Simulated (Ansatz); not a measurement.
Input and command of a calculation in Ansatz (plane waves; scalar-relativistic PAW potentials unless the input names others):

```yaml
crystal:
  lattice:
    - [2.0226209166, -2.0226209166, 0.0]
    - [2.0226209166, 0.0, -2.0226209166]
    - [9.7761359383, 7.2476575305, 7.2476575305]
  atoms:
    - { symbol: Al, position: [0.5451291667, 0.5451291667, 0.2916666667] }
    - { symbol: Al, position: [-0.0520875, -0.0520875, 0.125] }
    - { symbol: Al, position: [0.1423458333, 0.1423458333, 0.4583333333] }
    - { symbol: Al, position: [0.3367791667, 0.3367791667, 0.7916666667] }
    - { symbol: Al, position: [0.7395625, 0.7395625, 0.625] }
    - { symbol: Al, position: [-0.0660041667, -0.0660041667, 0.9583333333] }
    - { symbol: "N", position: [0.8437375, -0.1562625, 0.375] }
    - { symbol: "N", position: [0.2465208333, 0.2465208333, 0.2083333333] }
    - { symbol: "N", position: [0.4409541667, 0.4409541667, 0.5416666667] }
    - { symbol: "N", position: [0.6353875, 0.6353875, 0.875] }
    - { symbol: "N", position: [0.0381708333, 0.0381708333, 0.7083333333] }
    - { symbol: "N", position: [0.6493041667, 0.6493041667, 0.0416666667] }
basis:
  ecutwfc: 420
kpoints:
  mp_grid: { grid: [9, 9, 2] }
hamiltonian:
  xc: pbesol
scf:
  occupations: { method: gaussian, width: 0.05 }
  mixing: { algorithm: anderson, beta: 1.5, ndim: 1, preconditioner: none }
  max_iter: 75
output:
  forces: true
  eigenvalues: true
  stress: true
```

```bash
ansatz run input.yaml --threads 2 --pin off --max-ram 5120MiB --backend cpu --events-out ev --progress --plain --runs-dir out
```

What will the program do with this input?

The program refuses it, because of mixing far too strong (scf.mixing: not typed → {"algorithm": "anderson", "beta": 1.5, "ndim": 1, "preconditioner": "none"}). Without that key it is accepted.

Abridged log:
```
Error: invalid value for `scf.mixing.beta`: must be finite and in (0, 1]; got 1.5
```